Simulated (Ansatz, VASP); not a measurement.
## One calculation of GaP, two programs

```xyz
2
Lattice="0.0000 2.6957 2.6957 2.6957 0.0000 2.6957 2.6957 2.6957 0.0000" Properties=species:S:1:pos:R:3 pbc="T T T"
Ga    0.0000    0.0000    0.0000
P     4.0435    4.0435    4.0435
```

Alike in both runs: functional LDA; k mesh 8 × 8 × 8; occupations gaussian, width 0.02 eV; no spin polarisation.

Ansatz relaxed the structure, and its values are those at the end. VASP's run is a single point on that final structure, the one shown.

|  | VASP | Ansatz |
| --- | --- | --- |
| version | VASP 6.6.1 | Ansatz 0.2.0 |
| potentials or method | VASP PAW LDA potentials, release 64 (Ga_d, P) | scalar-relativistic, plane waves, PAW |
| plane-wave cutoff (eV) | 520 | 600 |
| valence electrons in the cell | 18 | 18 |

```csv
,VASP,Ansatz,Ansatz less VASP
gap on the k mesh at the Fermi level (eV),1.43,1.43,+0.001
least direct gap on the mesh (eV),1.91,1.88,-0.029
pressure (GPa),0.1,0.0,-0.12
```

Ansatz warned: «pseudo_functional_mismatch».

A k mesh can miss the band edges. LDA gaps usually lie below the measured ones, often by a third to a half.
